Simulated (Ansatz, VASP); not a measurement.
# SiC in VASP and in Ansatz

```xyz
2
Lattice="0.0000 2.1899 2.1899 2.1899 0.0000 2.1899 2.1899 2.1899 0.0000" Properties=species:S:1:pos:R:3 pbc="T T T"
Si    0.0000    0.0000    0.0000
C     1.0949    1.0949    1.0949
```

Alike in both runs: functional PBE; k mesh 10 × 10 × 10; occupations gaussian, width 0.02 eV; no spin polarisation.

Ansatz relaxed the structure, and its values are those at the end. VASP's run is a single point on that final structure, the one shown.

|  | VASP | Ansatz |
| --- | --- | --- |
| version | VASP 6.6.1 | Ansatz 0.2.0 |
| potentials or method | VASP PAW PBE potentials, release 64 (Si, C) | scalar-relativistic, plane waves, PAW |
| plane-wave cutoff (eV) | 520 | 420 |
| valence electrons in the cell | 8 | 8 |

|  | VASP | Ansatz | Ansatz less VASP |
| --- | --- | --- | --- |
| gap on the k mesh at the Fermi level (eV) | 1.37 | 1.37 | +0.002 |
| least direct gap on the mesh (eV) | 4.53 | 4.53 | +0.003 |
| pressure (GPa) | 0.0 | 0.0 | +0.05 |

The functional is the same, so the differences come from potentials, cutoffs and numerics.

A k mesh can miss the band edges. A hybrid or GW would open this gap; PBE tends to underestimate it.
